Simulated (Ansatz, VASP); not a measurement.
## Cross-check of GaP between VASP and Ansatz

One calculation is typed for both programs; each brings its own data sets. How far apart do they land? The cell is taken from a series of runs on this material, whose earlier steps may have relaxed, scaled, displaced or heated it; both programs get it as it stands.

Method: plane waves, with VASP 6.6.1 beside it; G0W0 gap at LDA, in Ansatz 0.2.0.

**1. Starting point**

Symmetry: Imm2, No. 44, orthorhombic system. Conventional cell: a = 3.822 Å, b = 3.931 Å, c = 5.560 Å, α = 90.00°, β = 90.00°, γ = 90.00°. Nearest to Ga lie 4 P at 2.37 to 2.40 Å. P has 4 Ga at 2.37 to 2.40 Å nearest. Farther neighbours are not listed.

Coordinates:

```cif
data_structure
_symmetry_space_group_name_H-M 'Imm2'
_symmetry_Int_Tables_number 44
_cell_length_a 3.8221
_cell_length_b 3.9312
_cell_length_c 5.5595
_cell_angle_alpha 90.000
_cell_angle_beta 90.000
_cell_angle_gamma 90.000
_cell_volume 83.53
loop_
_atom_site_label
_atom_site_type_symbol
_atom_site_symmetry_multiplicity
_atom_site_Wyckoff_symbol
_atom_site_fract_x
_atom_site_fract_y
_atom_site_fract_z
_atom_site_occupancy
Ga1 Ga 2 a 0.50000 0.50000 0.50157 1
P1 P 2 b 0.00000 0.50000 0.24843 1
```

**2. VASP: G0W0 gap, LDA**

Quasiparticle shifts depend on high empty states and on the cores, so they are the hardest test of two PAW sets.

Lines of VASP's logs that name or quote its potential files are left out, and so is its time.

The run reads the wave functions of an earlier VASP run, which isn't shown here.

The input, INCAR:

```
SYSTEM = GaP
PREC = Accurate
ENCUT = 430
ISMEAR = 0
SIGMA = 0.01
LREAL = .FALSE.
GGA = CA
NBANDS = 184
ALGO = EVGW0
NELMGW = 1
ENCUTGW = 150
NOMEGA = 64
PRECFOCK = Fast
NBANDSGW = 24
LWAVE = .FALSE.
LCHARG = .FALSE.
```

The input, POSCAR:

```
GaP
1.0
   -1.9655836152     -2.7797549983      1.9110743684
    1.9655836152     -2.7797549983      1.9110743684
    0.0000000000      0.0000000034      3.8221487318
Ga P
1 1
Direct
    0.0015680115      0.0015680115      0.9984319885
    0.7484319885      0.7484319885      0.7515680115
```

The input, KPOINTS:

```
Automatic mesh
0
Gamma
6 6 6
0 0 0
```

The projector-augmented-wave data sets are Ga_d_GW and P_GW (LDA family, release 64).

Started as:

```bash
> mpirun -np 8 vasp_std
```

Numbers of over 12 decimals in the logs are rounded to 6 here.

What it wrote:

```text
[banner, memory and clock lines left out]
running    8 mpi-ranks, on    1 nodes
 distrk:  each k-point on    8 cores,    1 groups
 distr:  one band on    1 cores,    8 groups

 POSCAR found type information on POSCAR GaP
 POSCAR found :  2 types and       2 ions
|                                                                             |
|           W    W    AA    RRRRR   N    N  II  N    N   GGGG   !!!           |
|           W    W   A  A   R    R  NN   N  II  NN   N  G    G  !!!           |
|           W    W  A    A  R    R  N N  N  II  N N  N  G       !!!           |
|           W WW W  AAAAAA  RRRRR   N  N N  II  N  N N  G  GGG   !            |
|           WW  WW  A    A  R   R   N   NN  II  N   NN  G    G                |
|           W    W  A    A  R    R  N    N  II  N    N   GGGG   !!!           |
|                                                                             |
|     For optimal performance we recommend to set                             |
|       NCORE = 2 up to number-of-cores-per-socket                            |
|     NCORE specifies how many cores store one orbital (NPAR=cpu/NCORE).      |
|     This setting can greatly improve the performance of VASP for DFT.       |
|     The default, NCORE=1 might be grossly inefficient on modern             |
|     multi-core architectures or massively parallel machines. Do your        |
|     Unfortunately you need to use the default for GW and RPA                |
|     calculations (for HF NCORE is supported but not extensively tested      |
|     yet).                                                                   |
|                                                                             |

|                                                                             |
|           W    W    AA    RRRRR   N    N  II  N    N   GGGG   !!!           |
|           W    W   A  A   R    R  NN   N  II  NN   N  G    G  !!!           |
|           W    W  A    A  R    R  N N  N  II  N N  N  G       !!!           |
|           W WW W  AAAAAA  RRRRR   N  N N  II  N  N N  G  GGG   !            |
|           WW  WW  A    A  R   R   N   NN  II  N   NN  G    G                |
|           W    W  A    A  R    R  N    N  II  N    N   GGGG   !!!           |
|                                                                             |
|     The default for ENCUTGWSOFT is different in this version of VASP.       |
|     please manually set ENCUTGWSOFT =150 in the INCAR file.                 |
|                                                                             |

 LDA part: xc-table for (Slater(with rela. corr.)+CA(PZ))
 , standard interpolation
 found WAVECAR, reading the header
 POSCAR, INCAR and KPOINTS ok, starting setup
 FFT: planning ... GRIDC
 FFT: planning ... GRID_SOFT
 FFT: planning ... GRID
 reading WAVECAR
 the WAVECAR file was read successfully
 initial charge from wavefunction
 available memory per node:     73.85 GB, setting MAXMEM to     75617

 The Fermi energy was updated, please check that it is located mid-gap
 values below the HOMO (VB) or above the LUMO (CB) will cause erroneous energies
 E-fermi :   4.5697

 calculate exact exchange contribution
 the WAVEDER file was read successfully
energies w=
    0.000    0.000    0.436    0.000    0.872    0.000    1.305    0.000
    1.736    0.000    2.163    0.000    2.585    0.000    3.003    0.000
    3.415    0.000    3.822    0.000    4.223    0.000    4.618    0.000
    5.009    0.000    5.393    0.000    5.773    0.000    6.149    0.000
    6.521    0.000    6.889    0.000    7.255    0.000    7.618    0.000
    7.981    0.000    8.342    0.000    8.704    0.000    9.068    0.000
    9.433    0.000    9.801    0.000   10.173    0.000   10.550    0.000
   10.933    0.000   11.324    0.000   11.724    0.000   12.134    0.000
   12.556    0.000   12.992    0.000   13.444    0.000   13.914    0.000
   14.405    0.000   14.919    0.000   15.460    0.000   16.032    0.000
   16.639    0.000   17.287    0.000   17.980    0.000   18.728    0.000
   19.537    0.000   20.418    0.000   21.385    0.000   22.451    0.000
   23.636    0.000   24.962    0.000   26.461    0.000   28.170    0.000
   30.139    0.000   32.435    0.000   35.149    0.000   38.407    0.000
   42.393    0.000   47.379    0.000   53.791    0.000   62.338    0.000
   74.280    0.000   92.108    0.000  121.535    0.000  179.172    0.000
 responsefunction array rank=     192
 LDA part: xc-table for (Slater(with rela. corr.)+CA(PZ))
 , standard interpolation

 min. memory requirement per mpi rank    404.9 MB, per node   3239.0 MB

[...]
performed       3038000 updates of chi_q(r,r)
 total number of BLAS operations        710.32 Gflops
NQ=   3    0.3333   -0.0000    0.0000,
|.........|.........|.........|.........|.........|.........|.........|.........
 performed       4990000 updates of chi_q(r,r)
 total number of BLAS operations       1188.62 Gflops
NQ=   4    0.5000    0.0000    0.0000,
|.........|.........|.........|.........|.........|.........|.........|.........
 performed       6447000 updates of chi_q(r,r)
 total number of BLAS operations       1533.59 Gflops
NQ=   5    0.1667    0.1667    0.0000,
|.........|.........|.........|.........|.........|.........|.........|.........
 performed       7789000 updates of chi_q(r,r)
[...]
|.........|.........|.........|.........|.........|.........|.........|.........
 performed      32545000 updates of chi_q(r,r)
 total number of BLAS operations       7876.83 Gflops
NQ=  19   -0.1667   -0.0000    0.1667,
|.........|.........|.........|.........|.........|.........|.........|.........
 performed      35133000 updates of chi_q(r,r)
 total number of BLAS operations       8475.20 Gflops
NQ=  20    0.3333    0.3333    0.1667,
|.........|.........|.........|.........|.........|.........|.........|.........
 performed      37058000 updates of chi_q(r,r)
 total number of BLAS operations       8925.68 Gflops
NQ=  21    0.5000    0.3333    0.1667,
|.........|.........|.........|.........|.........|.........|.........|.........
 performed      39646000 updates of chi_q(r,r)
 total number of BLAS operations       9567.03 Gflops
NQ=  22   -0.3333    0.3333    0.1667,
|.........|.........|.........|.........|.........|.........|.........|.........
 performed      42234000 updates of chi_q(r,r)
 total number of BLAS operations      10193.89 Gflops
NQ=  23   -0.1667    0.3333    0.1667,
|.........|.........|.........|.........|.........|.........|.........|.........
 performed      44115000 updates of chi_q(r,r)
 total number of BLAS operations      10665.47 Gflops
NQ=  24    0.5000    0.5000    0.1667,
|.........|.........|.........|.........|.........|.........|.........|.........
 performed      46040000 updates of chi_q(r,r)
 total number of BLAS operations      11137.27 Gflops
NQ=  25   -0.3333    0.5000    0.1667,
|.........|.........|.........|.........|.........|.........|.........|.........
 performed      47921000 updates of chi_q(r,r)
 total number of BLAS operations      11614.19 Gflops
NQ=  26   -0.0000   -0.0000    0.3333,
|.........|.........|.........|.........|.........|.........|.........|.........
 performed      49846000 updates of chi_q(r,r)
 total number of BLAS operations      12059.41 Gflops
NQ=  27    0.1667   -0.0000    0.3333,
|.........|.........|.........|.........|.........|.........|.........|.........
 performed      52434000 updates of chi_q(r,r)
 total number of BLAS operations      12650.77 Gflops
NQ=  28    0.3333    0.0000    0.3333,
|.........|.........|.........|.........|.........|.........|.........|.........
 performed      54315000 updates of chi_q(r,r)
 total number of BLAS operations      13096.08 Gflops
NQ=  29    0.5000    0.0000    0.3333,
|.........|.........|.........|.........|.........|.........|.........|.........
 performed      56903000 updates of chi_q(r,r)
 total number of BLAS operations      13744.74 Gflops
NQ=  30   -0.3333   -0.0000    0.3333,
|.........|.........|.........|.........|.........|.........|.........|.........
 performed      59491000 updates of chi_q(r,r)
 total number of BLAS operations      14393.40 Gflops
NQ=  31   -0.1667   -0.0000    0.3333,
|.........|.........|.........|.........|.........|.........|.........|.........
 performed      62079000 updates of chi_q(r,r)
 total number of BLAS operations      15027.49 Gflops
NQ=  32    0.1667    0.1667    0.3333,
|.........|.........|.........|.........|.........|.........|.........|.........
 performed      63545000 updates of chi_q(r,r)
 total number of BLAS operations      15358.60 Gflops
NQ=  33    0.5000    0.1667    0.3333,
|.........|.........|.........|.........|.........|.........|.........|.........
 performed      66133000 updates of chi_q(r,r)
 total number of BLAS operations      15985.47 Gflops
NQ=  34   -0.3333    0.1667    0.3333,
|.........|.........|.........|.........|.........|.........|.........|.........
 performed      68226000 updates of chi_q(r,r)
 total number of BLAS operations      16516.11 Gflops
NQ=  35    0.5000    0.5000    0.3333,
|.........|.........|.........|.........|.........|.........|.........|.........
 performed      70151000 updates of chi_q(r,r)
 total number of BLAS operations      16993.32 Gflops
NQ=  36   -0.3333    0.5000    0.3333,
|.........|.........|.........|.........|.........|.........|.........|.........
 performed      72739000 updates of chi_q(r,r)
 total number of BLAS operations      17641.98 Gflops
NQ=  37   -0.1667    0.5000    0.3333,
|.........|.........|.........|.........|.........|.........|.........|.........
 performed      74620000 updates of chi_q(r,r)
 total number of BLAS operations      18124.28 Gflops
NQ=  38   -0.3333   -0.3333    0.3333,
|.........|.........|.........|.........|.........|.........|.........|.........
 performed      76086000 updates of chi_q(r,r)
 total number of BLAS operations      18504.38 Gflops
NQ=  39   -0.0000   -0.0000    0.5000,
|.........|.........|.........|.........|.........|.........|.........|.........
 performed      77525000 updates of chi_q(r,r)
 total number of BLAS operations      18853.15 Gflops
NQ=  40    0.1667    0.0000    0.5000,
|.........|.........|.........|.........|.........|.........|.........|.........
 performed      80113000 updates of chi_q(r,r)
 total number of BLAS operations      19480.01 Gflops
NQ=  41    0.3333   -0.0000    0.5000,
|.........|.........|.........|.........|.........|.........|.........|.........
 performed      82701000 updates of chi_q(r,r)
 total number of BLAS operations      20128.68 Gflops
NQ=  42    0.5000   -0.0000    0.5000,
|.........|.........|.........|.........|.........|.........|.........|.........
 performed      83999000 updates of chi_q(r,r)
 total number of BLAS operations      20488.10 Gflops
NQ=  43    0.1667    0.1667    0.5000,
|.........|.........|.........|.........|.........|.........|.........|.........
 performed      85924000 updates of chi_q(r,r)
 total number of BLAS operations      20949.17 Gflops
NQ=  44    0.3333    0.1667    0.5000,
|.........|.........|.........|.........|.........|.........|.........|.........
 performed      87805000 updates of chi_q(r,r)
 total number of BLAS operations      21415.44 Gflops
NQ=  45   -0.3333    0.1667    0.5000,
|.........|.........|.........|.........|.........|.........|.........|.........
 performed      89492000 updates of chi_q(r,r)
 total number of BLAS operations      21824.10 Gflops
NQ=  46   -0.1667    0.1667    0.5000,
|.........|.........|.........|.........|.........|.........|.........|.........
 performed      91567000 updates of chi_q(r,r)
 total number of BLAS operations      22326.89 Gflops
 resolving degeneracies of screened two electron integrals

 calculate QP shifts <psi_nk| G(iteration)W_0 |psi_nk>: iteration 1
 entering main loop
```

OUTCAR, selected parts (step 2):

```text
ion  position               nearest neighbor table
   1  0.002  0.002  0.998-   2 2.37   2 2.37   2 2.40   2 2.40
   2  0.748  0.748  0.752-   1 2.37   1 2.37   1 2.40   1 2.40

  LATTYP: Found a body centered orthorhombic cell.
 ALAT       =     3.8221487318
 B/A-ratio  =     1.0285228300
 C/A-ratio  =     1.4545509320

 Subroutine GETGRP returns: Found  4 space group operations
 (whereof  4 operations were pure point group operations)

The static configuration has the point symmetry C_2v.

 Found     46 irreducible k-points:

   k-points           NKPTS =     46   k-points in BZ     NKDIM =    216   number of bands    NBANDS=    184

   dimension x,y,z NGX =    28 NGY =   28 NGZ =   28
   dimension x,y,z NGXF=    56 NGYF=   56 NGZF=   56

   ENCUT  =  430.0 eV  31.60 Ry    5.62 a.u.   6.60  6.60  6.46*2*pi/ulx,y,z

   NELECT =      18.0000    total number of electrons

  energy-cutoff  :      430.00
  volume of cell :       41.77
      direct lattice vectors                 reciprocal lattice vectors
    -1.965583615 -2.779754998  1.911074368    -0.254377375 -0.179871967  0.000000000
     1.965583615 -2.779754998  1.911074368     0.254377375 -0.179871967  0.000000000
     0.000000000  0.000000003  3.822148732     0.000000000  0.179871967  0.261632937

 k-points in reciprocal lattice and weights: Automatic mesh
   0.00000000  0.00000000  0.00000000       0.005
   0.16666667 -0.00000000  0.00000000       0.019
   0.33333333 -0.00000000  0.00000000       0.019
   0.50000000  0.00000000  0.00000000       0.009
   0.16666667  0.16666667  0.00000000       0.009
   0.33333333  0.16666667  0.00000000       0.019
   0.50000000  0.16666667 -0.00000000       0.019
  -0.33333333  0.16666667  0.00000000       0.019
  -0.16666667  0.16666667  0.00000000       0.009
[...]
-0.33333333  0.16666667  0.50000000       0.019
  -0.16666667  0.16666667  0.50000000       0.019

 E-fermi :   4.5697

 QP shifts <psi_nk| G(iteration)W_0 |psi_nk>: iteration 1
 for sc-GW calculations column KS-energies equals QP-energies in previous step
 and V_xc(KS)=  KS-energies - (<T + V_ion + V_H > + <T+V_H+V_ion>^1  + <V_x>^1)
 k-point   1 :       0.0000    0.0000    0.0000
  band No.  KS-energies  QP-energies   sigma(KS)   V_xc(KS)     V^pw_x(r,r')   Z            occupation Imag(sigma)
    ...
      6      -8.4155      -8.7100     -11.9696     -11.4985     -18.5357       0.6252       2.0000       0.9386
      7       3.7973       3.3730     -13.1673     -12.6058     -14.0758       0.7556       2.0000       0.0371
      8       3.8035       3.3794     -13.2236     -12.6621     -14.1505       0.7554       2.0000       0.0383
      9       3.9905       3.5677     -13.2621     -12.7022     -14.1800       0.7550       2.0000       0.0375
     10       5.2157       5.7481     -11.2802     -11.9764      -7.3930       0.7647       0.0000      -0.0362
     11       7.4780       7.8520     -10.1959     -10.6874      -5.8758       0.7610       0.0000      -0.0527
     12       7.7033       8.0832     -10.2462     -10.7461      -5.8667       0.7600       0.0000      -0.0543
     13       7.8129       8.1944     -10.2584     -10.7620      -5.8381       0.7574       0.0000      -0.0564
    ...

 k-point   2 :       0.1667   -0.0000    0.0000
  band No.  KS-energies  QP-energies   sigma(KS)   V_xc(KS)     V^pw_x(r,r')   Z            occupation Imag(sigma)
    ...
      6      -8.0823      -8.4018     -12.1530     -11.6480     -18.6059       0.6326       2.0000       0.9108
      7       1.3656       0.9933     -12.4924     -11.9866     -14.1139       0.7361       2.0000       0.0586
      8       3.4545       3.0268     -12.9899     -12.4225     -13.9960       0.7539       2.0000       0.0389
      9       3.6468       3.2193     -13.0552     -12.4886     -14.0592       0.7543       2.0000       0.0387
     10       6.0573       6.5275     -10.8787     -11.4952      -6.8541       0.7627       0.0000      -0.0425
     11       8.1430       8.5183     -10.3834     -10.8814      -5.8695       0.7536       0.0000      -0.0612
     12       8.3252       8.7054     -10.4150     -10.9214      -5.8279       0.7507       0.0000      -0.0655
     13       8.5540       8.9072     -10.7702     -11.2429      -6.1603       0.7470       0.0000      -0.0712
    ...

 k-point   3 :       0.3333   -0.0000    0.0000
  band No.  KS-energies  QP-energies   sigma(KS)   V_xc(KS)     V^pw_x(r,r')   Z            occupation Imag(sigma)
    ...
      6      -7.1969      -7.5680     -12.5938     -12.0292     -18.7414       0.6574       2.0000       0.8267
      7      -1.3493      -1.7391     -11.9635     -11.4094     -14.9913       0.7035       2.0000       0.1791
      8       2.9495       2.5034     -12.8044     -12.2095     -14.0043       0.7499       2.0000       0.0422
      9       3.1435       2.6967     -12.8739     -12.2781     -14.0701       0.7500       2.0000       0.0418
     10       5.6145       6.0592     -10.5637     -11.1424      -6.6669       0.7684       0.0000      -0.0423
     11       8.5311       8.8894     -10.1958     -10.6715      -5.5800       0.7532       0.0000      -0.0698
     12       8.7246       9.0866     -10.2126     -10.6965      -5.5078       0.7483       0.0000      -0.0768
     13      11.0660      11.3844     -10.4642     -10.9010      -4.8863       0.7291       0.0000      -0.1872
    ...

 k-point   4 :       0.5000    0.0000    0.0000
  band No.  KS-energies  QP-energies   sigma(KS)   V_xc(KS)     V^pw_x(r,r')   Z            occupation Imag(sigma)
    ...
      6      -6.4943      -6.8977     -13.0520     -12.4491     -18.9844       0.6691       2.0000       0.7500
      7      -2.6949      -3.0669     -11.4660     -10.9306     -15.1025       0.6949       2.0000       0.3001
      8       2.7496       2.2942     -12.7551     -12.1466     -14.0390       0.7483       2.0000       0.0438
      9       2.9434       2.4865     -12.8249     -12.2153     -14.1047       0.7494       2.0000       0.0434
     10       5.3990       5.8354     -10.5535     -11.1204      -6.7243       0.7697       0.0000      -0.0416
     11       8.4626       8.8046     -10.0162     -10.4689      -5.4509       0.7556       0.0000      -0.0698
     12       8.6650       9.0118     -10.0259     -10.4873      -5.3678       0.7516       0.0000      -0.0768
     13      11.9007      12.0543      -8.7724      -8.9805      -3.1876       0.7381       0.0000      -0.2227
    ...

[... 4 further parts left out ...]
```

(Part 1 of 2 ends here.)

[Lines on the potential files, build, host, timing and source positions are cut from VASP's logs without a mark.]

[Logs are printed without paths, hosts, clocks, repeated set-up lines and the standing remarks that a program may print on its own settings, such as how far it seeks lower states.]

[Hosts, paths, dates, database ids (printed as entryN), source tags and the programs' standing remarks are cut or masked in the printed files.]
